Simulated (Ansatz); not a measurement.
# Li2O: the cost of one run

Program: Ansatz 0.2.0. Level of theory: DFT PBEsol, all-electron LAPW, scalar-relativistic unless said. These are calculated values, not measurements.

### 1 The starting structure

The structure is cubic, space group Fm-3m (No. 225). The conventional cell has a = 4.580 Å, b = 4.580 Å, c = 4.580 Å, α = 90.00°, β = 90.00°, γ = 90.00°. Li (site symmetry -43m) is surrounded by 4 O at 1.98 Å. O (site symmetry m-3m) has 8 Li at 1.98 Å as nearest neighbours.

Structure file:

```cif
data_structure
_symmetry_space_group_name_H-M 'P 1'
_symmetry_Int_Tables_number 1
_cell_length_a 3.2385
_cell_length_b 3.2385
_cell_length_c 3.2385
_cell_angle_alpha 60.000
_cell_angle_beta 60.000
_cell_angle_gamma 90.000
_cell_volume 24.02
loop_
_atom_site_label
_atom_site_type_symbol
_atom_site_fract_x
_atom_site_fract_y
_atom_site_fract_z
_atom_site_occupancy
Li1 Li 0.25000 0.75000 0.50000 1
Li2 Li 0.75000 0.25000 0.50000 1
O1 O 0.00000 0.00000 0.00000 1
```

Cartesian axes are those of the input's lattice vectors. The structure goes back to a database entry.

### 2 Reference run, fine mesh, LAPW

input.yaml

```yaml
crystal:
  lattice:
    - [2.28993375416, 2.28993375416, 0.0]
    - [-2.28993375416, 2.28993375416, 0.0]
    - [0.0, 2.28993375416, 2.28993375416]
  atoms:
    - { symbol: Li, position: [0.25, 0.75, 0.5] }
    - { symbol: Li, position: [0.75, 0.25, 0.5] }
    - { symbol: O, position: [0.0, 0.0, 0.0] }
kpoints:
  mp_grid: { grid: [8, 8, 8] }
scf:
  occupations: { method: fixed }
hamiltonian:
  xc: pbesol
  pseudopotentials: { kind: all_electron, lapw: { basis_error: 0.001 } }
output:
  forces: true
  stress: true
  eigenvalues: true
  eigenstates:
    nscf_kmesh: { grid: [12, 12, 12] }
    de_dk: true
    e_range: [-9, 14.87889249329]
checkpoint:
  write: ck
  write_wavefunctions: false
```

Launch:

```sh
> ansatz run input.yaml --threads 1 --pin off --max-ram 3072MiB --backend cpu --events-out ev --progress --plain --runs-dir out
```

Q: Estimate wall time and peak memory on 1 thread of Intel Xeon Platinum 8488C (Sapphire Rapids), shared host.

About 5.3 s, with a peak of 0.27 GiB.
